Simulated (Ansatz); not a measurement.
input.yaml

```yaml
crystal:
  lattice:
    - [3.6858568818, 0.0, 0.0]
    - [-1.842928441, 3.1920456944, 0.0]
    - [0.0, 0.0, 6.5421543851]
  atoms:
    - { symbol: Li, position: [0.66666667, 0.33333333, 0.8366912695] }
    - { symbol: Li, position: [0.33333333, 0.66666667, 0.3366912695] }
    - { symbol: Cl, position: [0.66666667, 0.33333333, 0.5383097305] }
    - { symbol: Cl, position: [0.33333333, 0.66666667, 1.0383097305] }
basis:
  ecutwfc: 420
kpoints:
  mp_grid: { grid: [9, 9, 4] }
hamiltonian:
  xc: pbe
scf:
  occupations: { method: gaussian, width: 0.02 }
output:
  forces: true
  stress: true
  eigenvalues: true
```

Run as
```bash
ansatz run input.yaml --threads 1 --pin off --max-ram 1331MiB --backend cpu --events-out ev --progress --plain --runs-dir out
```

Method: DFT PBE, scalar-relativistic, plane waves, PAW (Ansatz 0.2.0).

Abridged output (final results; tables in files aren't shown):

```
SCF 1 converged in 6 iterations: F = -2574.946345 eV  dr2 = 9.35e-9
SCF converged after 6 iterations
Free energy (F): -2574.946345 eV
Harris-Foulkes:  -2574.946345 eV  (|F-HF|=5.94e-9)
Internal energy: -2574.946345 eV  (E = F + TS)
E sigma→0 (E₀):  -2574.946345 eV
Fermi energy:    3.453285 eV
--- Per-component energies (eV) ---
  E_band       = -228.122525
  E_kinetic    = 370.894210
  E_local      = -776.621709  (includes V_loc(G=0)·N_el)
  E_nonlocal   = -8.746988
  E_hartree    = 240.307718
  E_xc         = -238.027247
  E_vxc        = -274.684226  (∫ρ·V_xc dr)
  E_paw        = -1361.126193  (= ΣΔE_a)
  E_vpaw       = -19.578771  (= ΣTr[D̂ρ^β])
  E_aug_tail   = 0.000196  (compensation charges beyond the density's cutoff)
  E_ewald      = -801.626333
  E_smearing   =  0.000000  (= −TS)
--- Forces (eV/Å), atoms counted from 1 ---
  atom   1  Li     0.00000000     0.00000000     2.38105990
  atom   2  Li     0.00000000     0.00000000     2.38105990
  atom   3  Cl     0.00000000     0.00000000    -2.38102494
  atom   4  Cl     0.00000000     0.00000000    -2.38102494
--- Stress (GPa, compression-positive) ---
        1.296968       0.000000       0.000000
        0.000000       1.296968       0.000000
        0.000000       0.000000      14.318199
  P = ⅓ Tr σ = 5.6374 GPa (56.374 kbar)
--- Band table (eV; the first three rows and the last of 36) ---
  k-point 0: bands = ["-42.5905", "-42.5884", "-12.6232", "-12.4479", "-2.0047", "-0.5268", "0.2898", "0.2898", "0.5730", "0.5730", "6.3335", "8.7353", "10.6700", "10.8789"]
  k-point 1: bands = ["-42.5902", "-42.5887", "-12.5987", "-12.4748", "-1.8164", "-0.7800", "0.3297", "0.3297", "0.5299", "0.5299", "6.6506", "8.2843", "10.7674", "10.9958"]
  k-point 2: bands = ["-42.5895", "-42.5895", "-12.5379", "-12.5379", "-1.3293", "-1.3293", "0.4282", "0.4282", "0.4282", "0.4282", "7.4180", "7.4180", "10.9641", "10.9641"]
  k-point 35: bands = ["-42.5879", "-42.5879", "-12.1604", "-12.1604", "-1.3195", "-1.3195", "-1.0999", "-1.0999", "-0.5946", "-0.5946", "8.5473", "8.5473", "9.2058", "9.2058"]
```

The run converged.